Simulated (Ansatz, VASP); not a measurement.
# One calculation of C, two programs

```
C
1.0
     2.48924    0.00000    0.00000
    -1.24462    2.15575    0.00000
     0.00000    0.00000    4.09452
C
4
Cartesian
  0.0000 1.4372 -0.0011
  1.2446 0.7186 2.0462
  0.0000 1.4372 1.5325
  1.2446 0.7186 3.5797
```

Change from the starting cell: strained cell.

Alike in both runs: functional LDA; k mesh 9 × 9 × 6; occupations gaussian, width 0.02 eV; no spin polarisation.

Ansatz relaxed the structure, and its values are those at the end. VASP's run is a single point on that final structure, the one shown.

|  | VASP | Ansatz |
| --- | --- | --- |
| version | VASP 6.6.1 | Ansatz 0.2.0 |
| potentials or method | VASP PAW LDA potentials, release 64 (C) | scalar-relativistic, plane waves, PAW |
| plane-wave cutoff (eV) | 520 | 420 |
| valence electrons in the cell | 16 | 16 |

Ansatz gave:

```
gap on the k mesh at the Fermi level (eV) : 3.04
least direct gap on the mesh (eV)         : 4.83
pressure (GPa)                            : 2.6
```

Q: What did VASP give for the same quantities?

A: gap on the k mesh at the Fermi level (eV): 3.02; least direct gap on the mesh (eV): 4.82; pressure (GPa): 4.3.

Ansatz warned: «pseudo_functional_mismatch».

Caveats: an odd mesh through Γ misses points on the zone boundary, where band edges often lie.
